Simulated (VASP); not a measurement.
Crystal: Al3GaN4.

```
Ga Al N
1.0
    -3.14774    0.00000    0.00000
     0.00000    5.45204    0.00000
     1.57387   -2.72602   -5.04767
Ga Al N
1 3 4
Direct
  0.75036 0.41702 0.50071
  0.25036 0.91702 0.50071
  0.00036 0.33369 0.00071
  0.50036 0.83369 0.00071
  0.55964 0.22631 0.11929
  0.05964 0.72631 0.11929
  0.80964 0.14298 0.61929
  0.30964 0.64298 0.61929
```

The cell comes from a database or a generator and needn't be the stable form of this composition.

```yaml
Program: VASP 6.6.1
Task: relaxation of cell and atoms
Functional: PBEsol
Potentials_or_basis: VASP PAW PBE potentials, release 64 (Ga_d, Al, N)
Cutoff: 600 eV
k_mesh: 3 × 2 × 3
Occupations: gaussian, width 0.02 eV
Spin: no spin polarisation
```

At the start: pressure -2.5 GPa; volume 10.83 Å³/atom.

**Question.** Where does the relaxation end?

**Answer.** Over 10 steps the energy falls by 9.4 meV/atom and the volume is 10.68 Å³/atom (-1.4 %); space group Cm (No. 8, to 0.05 Å).

Step by step:
```csv
step,energy change (eV),largest force (eV/Å),pressure (GPa),volume (Å³)
1,0.0000,1.0853,-2.49,86.63
2,-0.0643,0.2763,2.16,84.54
3,-0.0705,0.1189,1.03,85.01
4,-0.0730,0.0804,-0.66,85.72
5,-0.0734,0.0652,-0.21,85.52
6,-0.0743,0.0460,-0.08,85.47
7,-0.0748,0.0579,0.07,85.40
8,-0.0750,0.0258,-0.06,85.45
9,-0.0750,0.0266,-0.06,85.46
10,-0.0751,0.0122,0.03,85.42
```

Final structure:
```xyz
8
Lattice="-3.1448 0.0000 0.0000 0.0000 5.4008 -0.0016 1.5724 -2.6990 -5.0285" Properties=species:S:1:pos:R:3 pbc="T T T"
Ga   -1.5724    0.9041   -2.5096
Al    0.0000    3.6008   -2.5199
Al   -1.5724   -0.8956   -5.0220
Al   -1.5724    4.4951   -0.0185
N    -1.5724    0.9115   -0.5578
N     0.0000    3.6039   -0.6085
N    -1.5724   -0.9396   -3.1182
N     0.0000    1.8268   -3.1511
```

Caveat: the k mesh is coarse (spacing up to 0.70 Å⁻¹), so the values aren't converged; the PAW data sets were made with another functional, which shifts forces and pressure a little.
